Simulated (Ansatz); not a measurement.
The reference is LaAlO₃ in the cubic perovskite structure (space group Pm-3m, No. 221; a = 3.786 Å).

Level of theory: r2SCAN/PAW in Ansatz (a first-principles code), without spin-orbit coupling, earlier PAW set.

For the base:

| Property | Value |
|---|---|
| Lattice parameter a | 3.786 Å |
| Gap character | indirect, R → Γ |
| Electron mass | 0.48, 0.65 mₑ (at Γ) |
| Band gap | 4.02 eV |

The change: cell and atoms relaxed at a pressure of 3 GPa.

**Question.** What does the calculation give for the lattice parameter a, gap character, electron mass and band gap after the change?

**Answer.** The lattice parameter a falls by 0.017 Å (3.786 Å → 3.769 Å); the gap character remains indirect, R → Γ; the electron mass (degenerate bands, along [100]) goes from 0.48, 0.65 mₑ (at Γ) to 0.47, 0.64 mₑ (at Γ); the band gap grows by 0.03 eV (4.02 eV → 4.05 eV).

Load acts through the strain it causes; cell and atoms are relaxed under it. Effective masses come from finite differences of ±0.01 Å⁻¹. No phonon test of stability was made. Many cubic perovskites are stable only at high temperature; tilts and polar distortions were not tested.
